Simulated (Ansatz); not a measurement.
Input of an Ansatz 0.2.0 run:

File run.py:

```python
import json

import ase.io
import numpy as np
from ase.calculators.calculator import CalculationFailed, Calculator
from ase.stress import full_3x3_to_voigt_6_stress
from ase.units import GPa
from ase.eos import EquationOfState

import ansatz as az

class AnsatzCalculator(Calculator):
    implemented_properties = ["energy", "free_energy", "forces", "stress", "magmom"]

    def calculate(self, atoms, properties, system_changes):
        super().calculate(atoms, properties, system_changes)
        structure = atoms.copy()
        structure.set_constraint()
        structure.set_momenta(None)
        structure.set_masses(None)
        outcome = (
            az.Crystal.from_ase(structure)
            .calculation()
            .basis(xc_grid=2)
            .kpoints(6, 6, 6)
            .functional("lda")
            .pseudopotentials(kind="paw")
            .spin("collinear")
            .scf(tolerance=2e-10)
            .occupations(method="methfessel_paxton", width=0.01)
            .forces()
            .stress()
            .run(threads=2)
        )
        if not outcome.report["converged"]:
            raise CalculationFailed("SCF not converged")
        report = outcome.report
        self.results = {
            "free_energy": report["lagrangian_ev"],
            "energy": report["lagrangian_ev"],
            "forces": np.array(report["forces_ev_ang"]),
            "stress": -GPa * full_3x3_to_voigt_6_stress(report["stress_gpa"]),
            "magmom": report["magnetization_mub"],
        }

np.set_printoptions(precision=5, suppress=True, linewidth=110)
atoms = ase.io.read("TiC.cif")
atoms.info.pop("occupancy", None)
atoms.set_initial_magnetic_moments([1.0, -1.0, 1.0, -1.0, 0.0, 0.0, 0.0, 0.0])
atoms.calc = AnsatzCalculator()
cell = atoms.cell.copy()
volumes, energies = [], []
for x in (0.94, 0.96, 0.98, 1.0, 1.02, 1.04, 1.06):
    atoms.set_cell(cell * x ** (1 / 3), scale_atoms=True)
    volumes.append(atoms.get_volume() / len(atoms))
    energies.append(atoms.get_potential_energy() / len(atoms))
    print(f"x {x:.2f}  V = {volumes[-1]:.4f} A^3/atom  E = {energies[-1]:.6f} eV/atom  P = {-atoms.get_stress()[:3].mean() / GPa:.3f} GPa")
v0, e0, b0 = EquationOfState(volumes, energies, eos="sjeos").fit()
print(f"V0 = {v0:.4f} A^3/atom, E0 = {e0:.6f} eV/atom, B0 = {b0 / GPa:.2f} GPa")
```

The input TiC.cif:

```cif
data_TiC
_cell_length_a 4.33143769
_cell_length_b 4.33143769
_cell_length_c 4.33143769
_cell_angle_alpha 90.00000000
_cell_angle_beta 90.00000000
_cell_angle_gamma 90.00000000
_space_group_name_H-M_alt 'Fm-3m'
_space_group_name_Hall '-F 4 2 3'
_space_group_IT_number 225
loop_
_space_group_symop_operation_xyz
'x,y,z'
'-x,-y,-z'
'-y,x,z'
'y,-x,-z'
'-x,-y,z'
'x,y,-z'
'y,-x,z'
'-y,x,-z'
'x,-y,-z'
'-x,y,z'
'-y,-x,-z'
'y,x,z'
'-x,y,-z'
'x,-y,z'
'y,x,-z'
'-y,-x,z'
'z,x,y'
'-z,-x,-y'
'z,-y,x'
'-z,y,-x'
'z,-x,-y'
'-z,x,y'
'z,y,-x'
'-z,-y,x'
'-z,x,-y'
'z,-x,y'
'-z,-y,-x'
'z,y,x'
'-z,-x,y'
'z,x,-y'
'-z,y,x'
'z,-y,-x'
'y,z,x'
'-y,-z,-x'
'x,z,-y'
'-x,-z,y'
'-y,z,-x'
'y,-z,x'
'-x,z,y'
'x,-z,-y'
'-y,-z,x'
'y,z,-x'
'-x,-z,-y'
'x,z,y'
'y,-z,-x'
'-y,z,x'
'x,-z,y'
'-x,z,-y'
'x,y+1/2,z+1/2'
'-x,-y+1/2,-z+1/2'
'-y,x+1/2,z+1/2'
'y,-x+1/2,-z+1/2'
'-x,-y+1/2,z+1/2'
'x,y+1/2,-z+1/2'
'y,-x+1/2,z+1/2'
'-y,x+1/2,-z+1/2'
'x,-y+1/2,-z+1/2'
'-x,y+1/2,z+1/2'
'-y,-x+1/2,-z+1/2'
'y,x+1/2,z+1/2'
'-x,y+1/2,-z+1/2'
[... 41 lines left out ...]
'y+1/2,-x,z+1/2'
'-y+1/2,x,-z+1/2'
'x+1/2,-y,-z+1/2'
'-x+1/2,y,z+1/2'
'-y+1/2,-x,-z+1/2'
'y+1/2,x,z+1/2'
'-x+1/2,y,-z+1/2'
'x+1/2,-y,z+1/2'
'y+1/2,x,-z+1/2'
'-y+1/2,-x,z+1/2'
'z+1/2,x,y+1/2'
'-z+1/2,-x,-y+1/2'
'z+1/2,-y,x+1/2'
'-z+1/2,y,-x+1/2'
'z+1/2,-x,-y+1/2'
'-z+1/2,x,y+1/2'
'z+1/2,y,-x+1/2'
'-z+1/2,-y,x+1/2'
'-z+1/2,x,-y+1/2'
'z+1/2,-x,y+1/2'
'-z+1/2,-y,-x+1/2'
'z+1/2,y,x+1/2'
'-z+1/2,-x,y+1/2'
'z+1/2,x,-y+1/2'
'-z+1/2,y,x+1/2'
'z+1/2,-y,-x+1/2'
'y+1/2,z,x+1/2'
'-y+1/2,-z,-x+1/2'
'x+1/2,z,-y+1/2'
'-x+1/2,-z,y+1/2'
'-y+1/2,z,-x+1/2'
'y+1/2,-z,x+1/2'
'-x+1/2,z,y+1/2'
'x+1/2,-z,-y+1/2'
'-y+1/2,-z,x+1/2'
'y+1/2,z,-x+1/2'
'-x+1/2,-z,-y+1/2'
'x+1/2,z,y+1/2'
'y+1/2,-z,-x+1/2'
'-y+1/2,z,x+1/2'
'x+1/2,-z,y+1/2'
'-x+1/2,z,-y+1/2'
'x+1/2,y+1/2,z'
'-x+1/2,-y+1/2,-z'
'-y+1/2,x+1/2,z'
'y+1/2,-x+1/2,-z'
'-x+1/2,-y+1/2,z'
'x+1/2,y+1/2,-z'
'y+1/2,-x+1/2,z'
'-y+1/2,x+1/2,-z'
'x+1/2,-y+1/2,-z'
'-x+1/2,y+1/2,z'
'-y+1/2,-x+1/2,-z'
'y+1/2,x+1/2,z'
'-x+1/2,y+1/2,-z'
'x+1/2,-y+1/2,z'
'y+1/2,x+1/2,-z'
'-y+1/2,-x+1/2,z'
'z+1/2,x+1/2,y'
'-z+1/2,-x+1/2,-y'
'z+1/2,-y+1/2,x'
'-z+1/2,y+1/2,-x'
'z+1/2,-x+1/2,-y'
'-z+1/2,x+1/2,y'
'z+1/2,y+1/2,-x'
'-z+1/2,-y+1/2,x'
'-z+1/2,x+1/2,-y'
'z+1/2,-x+1/2,y'
'-z+1/2,-y+1/2,-x'
'z+1/2,y+1/2,x'
'-z+1/2,-x+1/2,y'
'z+1/2,x+1/2,-y'
'-z+1/2,y+1/2,x'
'z+1/2,-y+1/2,-x'
'y+1/2,z+1/2,x'
'-y+1/2,-z+1/2,-x'
'x+1/2,z+1/2,-y'
'-x+1/2,-z+1/2,y'
'-y+1/2,z+1/2,-x'
'y+1/2,-z+1/2,x'
'-x+1/2,z+1/2,y'
'x+1/2,-z+1/2,-y'
'-y+1/2,-z+1/2,x'
'y+1/2,z+1/2,-x'
'-x+1/2,-z+1/2,-y'
'x+1/2,z+1/2,y'
'y+1/2,-z+1/2,-x'
'-y+1/2,z+1/2,x'
'x+1/2,-z+1/2,y'
'-x+1/2,z+1/2,-y'
loop_
_atom_site_label
_atom_site_type_symbol
_atom_site_symmetry_multiplicity
_atom_site_Wyckoff_symbol
_atom_site_fract_x
_atom_site_fract_y
_atom_site_fract_z
_atom_site_occupancy
Ti1 Ti 4 a 0.0000000000 0.0000000000 0.0000000000 1
C1 C 4 b 0.5000000000 0.0000000000 0.0000000000 1
```

Potentials or basis: Ansatz PAW.

Run with:

```bash
$ python run.py
```

(1) Estimate the bulk modulus.

(2) What does it give for the equilibrium volume?

(3) What does it give for the pressure derivative of the bulk modulus?

Results:

(1) 280 GPa.

(2) 9.67 Å³/atom.

(3) 3.8.

Caveat: the starting moments weren't kept.
